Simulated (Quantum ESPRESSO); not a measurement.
**NaCl under changes of volume**

One of the cells (21.478 Å³/atom); the others are scaled copies at fixed shape and fractional positions:

```
Cl Na
1.0
     3.50219    0.00000    0.00000
     0.00000    3.50219    0.00000
     0.00000    0.00000    3.50219
Cl Na
1 1
Cartesian
  1.7511 1.7511 1.7511
  0.0000 0.0000 0.0000
```

Measurements of this composition are mostly on another form, of space group No. 225.

* Program: Quantum ESPRESSO 7.5
* Functional: LDA
* Potentials or basis: PseudoDojo 0.4.1 SR LDA standard
* Cutoff: 1197 eV
* Density cutoff: 4789 eV
* k mesh: 8 × 8 × 8
* Occupations: fermi-dirac, width 0.05 eV
* Spin: no spin polarisation

```tsv
volume (Å³/atom)	energy over the lowest point (meV/atom)	pressure (GPa)	gap on the mesh (eV)
20.189	0.00	-1.7	3.81
20.619	5.18	-2.2	3.73
21.048	11.71	-2.7	3.67
21.478	19.41	-3.1	3.60
21.907	28.15	-3.4	3.54
22.337	?	?	?
22.766	48.22	-4.0	3.43
```

Question: What does the run at 22.337 Å³/atom give?

Answer: Energy over the lowest point 37.79 meV/atom; pressure -3.8 GPa; gap on the mesh 3.48 eV.

Worked out: A Birch-Murnaghan fit of order 3 (a polynomial in V^(-2/3)) to the other rows has no minimum within the range. It gives 37.80 meV/atom at 22.337 Å³/atom, against the run's 37.79, and -dE/dV = -3.8 GPa, against -3.8. A straight line through the other rows of the gap, of slope -3.15 eV per unit of ln V, gives 3.48 eV, against the run's 3.48.

Energies are extrapolated to zero smearing.

A mesh can miss the band edges.
